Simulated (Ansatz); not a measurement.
Here is an Ansatz 0.2.0 calculation.

Contents of input.yaml:

```yaml
crystal:
  lattice:
    - [0.0, 2.2535006075, 2.2535006075]
    - [2.2535006075, 0.0, 2.2535006075]
    - [2.2535006075, 2.2535006075, 0.0]
  atoms:
    - { symbol: Ga, position: [0.0, 0.0, 0.0] }
    - { symbol: "N", position: [0.25, 0.25, 0.25] }
kpoints:
  mp_grid: { grid: [10, 10, 10] }
  band_path:
    path:
      - [0.0, 0.0, 0.0]
      - [0.5, 0.0, 0.5]
      - [0.5, 0.25, 0.75]
      - [0.375, 0.375, 0.75]
      - [0.0, 0.0, 0.0]
      - [0.5, 0.5, 0.5]
      - [0.625, 0.25, 0.625]
      - [0.5, 0.25, 0.75]
    npoints: 8
scf:
  occupations: { method: fermi_dirac, width: 0.05 }
hamiltonian:
  xc: pbe
  pseudopotentials: { kind: all_electron, lapw: { basis_error: 0.001 } }
output:
  forces: true
  stress: true
  eigenvalues: true
```

Potentials or basis: all-electron LAPW, scalar-relativistic.

Launch:

```sh
$ ansatz run input.yaml --threads 1 --pin off --max-ram 3072MiB --backend cpu --events-out ev --progress --plain --runs-dir out
```

Task: Estimate the band gap along the path.

Result: 1.73 eV, direct.

Task: Estimate the pressure.

Result: 4.9 GPa.

Task: What does it give for the band gap on the k mesh?

Result: 1.73 eV, direct.

Levels at the corners of the path, in eV from the valence-band top:
| point | band 11 | band 12 | band 13 | band 14 | band 15 | band 16 | band 17 | band 18 |
| --- | --- | --- | --- | --- | --- | --- | --- | --- |
| Γ | -13.18 | 0.00 | 0.00 | 0.00 | 1.73 | 10.31 | 10.31 | 10.31 |
| X | -11.48 | -6.12 | -2.70 | -2.70 | 3.36 | 6.67 | 11.71 | 13.96 |
| W | -11.20 | -5.69 | -3.69 | -3.63 | 6.22 | 8.39 | 10.28 | 11.11 |
| K | -11.32 | -5.86 | -4.25 | -2.17 | 5.00 | 7.87 | 11.07 | 12.84 |
| Γ | -13.18 | 0.00 | 0.00 | 0.00 | 1.73 | 10.31 | 10.31 | 10.31 |
| L | -11.91 | -7.03 | -0.97 | -0.97 | 4.65 | 8.73 | 10.36 | 10.36 |
| U | -11.32 | -5.86 | -4.25 | -2.17 | 5.00 | 7.87 | 11.07 | 12.84 |
| W | -11.20 | -5.69 | -3.69 | -3.63 | 6.22 | 8.39 | 10.28 | 11.11 |

**Experimental background.**

From a printed reference work, textbook, for a bulk crystal of GaN at 0 K: band gap 3.299 eV (direct).

A measured gap of GaN is 3.299 eV (direct; 0 K; a printed reference work, textbook); the calculated 1.73 eV misses it by -1.56 eV. Spin-orbit coupling on Ga is left out. The value is that of PBE, without temperature or zero-point motion. Semilocal functionals fall short of measured gaps as a rule. The cell is a database's relaxed one, not the measured one, which moves gaps too.
